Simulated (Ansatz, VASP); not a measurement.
One calculation of Hf, two programs

```xyz
2
Lattice="3.1967 0.0000 0.0000 -1.5983 2.7684 0.0000 0.0000 0.0000 5.0578" Properties=species:S:1:pos:R:3 pbc="T T T"
Hf    1.5908    0.9587    3.8161
Hf   -0.0345    1.8628    1.2476
```

Change from the starting cell: atoms moved at random, drawn with an rms of 0.05 Å.

Alike in both runs: task single point; functional PBE; k mesh 10 × 10 × 5; occupations fermi-dirac, width 0.05 eV; no spin polarisation.

|  | VASP | Ansatz |
| --- | --- | --- |
| version | VASP 6.6.1 | Ansatz 0.2.0 |
| potentials or method | VASP PAW PBE potentials, release 64 (Hf_pv) | Ansatz PAW |
| plane-wave cutoff (eV) | 520 | 420 |
| valence electrons in the cell | 20 | 52 |

|  | VASP | Ansatz | Ansatz less VASP |
| --- | --- | --- | --- |
| gap on the k mesh at the Fermi level (eV) | none | none | - |
| pressure (GPa) | 0.2 | 0.7 | +0.44 |
| largest component of the traceless stress (GPa) | 0.27 | 0.25 | -0.019 |
| rms of the force components (eV/Å) | 0.093 | 0.096 | +0.0032 |

Atom by atom the forces differ by 0.004 eV/Å (rms over components). A gap of «none» marks a metal or a gap that the smearing closes. The functional is the same, so the differences come from potentials, cutoffs and numerics. The two sets of potentials don't hold the same shells in valence.

The runs have no spin-orbit coupling, so splittings on Hf are missing.
